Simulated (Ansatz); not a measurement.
Relaxation of Al2Cu

All numbers below come from DFT r2SCAN, scalar-relativistic, plane waves, PAW (Ansatz 0.2.0). Settings: 500 eV cutoff, 10×10×6 k-mesh, Gaussian smearing of 0.10 eV, no spin polarisation.

What was changed: biaxial strain in the a-b plane, c and atoms relaxed: +2.0 %.

Command:

```bash
ansatz run input.yaml --threads 1 --pin off --max-ram 2560MiB --backend cpu --events-out ev --progress --plain --runs-dir out
```

Input:

```yaml
crystal:
  lattice:
    - [2.9244149722, 2.9244149722, 0.0]
    - [-2.9244149722, 2.9244149722, 0.0]
    - [0.0, 0.0, 5.6653372402]
  atoms:
    - { symbol: Al, position: [0.5, 0.0, 0.25] }
    - { symbol: Al, position: [0.0, 0.5, 0.25] }
    - { symbol: Al, position: [0.0, 0.5, 0.75] }
    - { symbol: Al, position: [0.5, 0.0, 0.75] }
    - { symbol: Cu, position: [0.0, 0.0, 0.5] }
    - { symbol: Cu, position: [0.5, 0.5, 0.0] }
basis:
  ecutwfc: 500
kpoints:
  mp_grid: { grid: [10, 10, 6] }
hamiltonian:
  xc: r2scan
scf:
  occupations: { method: gaussian, width: 0.1 }
output:
  forces: true
  stress: true
  eigenvalues: true
relax:
  adjacent_minimum: "off"
  f_tol: 0.008
  max_steps: 40
  cell: { stress_tol: 0.015, fix: [a, b, gamma] }
```

F is the free energy. Steps run on the plane waves of an earlier cell, but the last one, and at times one on the way, on a freshly chosen basis, so a repeated geometry can differ a little in energy. The held parts of the cell keep their stress, so P needn't end at zero.

Steps:

```json
{"step": "1", "F − F(1) (eV)": "0.0000", "largest force component (eV/Å)": "0.000", "V (Å³/atom)": "16.150", "P (GPa)": "-2.76"}
{"step": "2", "F − F(1) (eV)": "-0.0010", "largest force component (eV/Å)": "0.000", "V (Å³/atom)": "16.091", "P (GPa)": "-2.39"}
{"step": "3", "F − F(1) (eV)": "-0.0010", "largest force component (eV/Å)": "0.000", "V (Å³/atom)": "16.087", "P (GPa)": "-2.37"}
{"step": "4", "F − F(1) (eV)": "-0.0009", "largest force component (eV/Å)": "0.000", "V (Å³/atom)": "16.087", "P (GPa)": "-2.37"}
```

Relaxed structure:

```yaml
crystal:
  lattice:
    - [2.92441, 2.92441, 0.00000]
    - [-2.92441, 2.92441, 0.00000]
    - [0.00000, 0.00000, 5.64311]
  atoms:
    - { symbol: Al, position: [0.50000, 0.00000, 0.25000] }
    - { symbol: Al, position: [0.00000, 0.50000, 0.25000] }
    - { symbol: Al, position: [0.00000, 0.50000, 0.75000] }
    - { symbol: Al, position: [0.50000, 0.00000, 0.75000] }
    - { symbol: Cu, position: [0.00000, 0.00000, 0.50000] }
    - { symbol: Cu, position: [0.50000, 0.50000, 0.00000] }
```

The structure is tetragonal, space group I4/mmm (No. 139). Conventional cell: a = 4.136 Å, b = 4.136 Å, c = 5.643 Å, α = 90.00°, β = 90.00°, γ = 90.00°. Al (site symmetry -4m2) has 4 Cu at 2.50 Å and 2 Al at 2.82 Å as nearest neighbours. Cu (site symmetry 4/mmm) is surrounded by 8 Al at 2.50 Å.

The run converged. The run took 3.9 min on 1 thread of Intel(R) Xeon(R) Processor @ 2.50GHz (Skylake/Cascade Lake), with other jobs on the host, peak memory 0.73 GiB.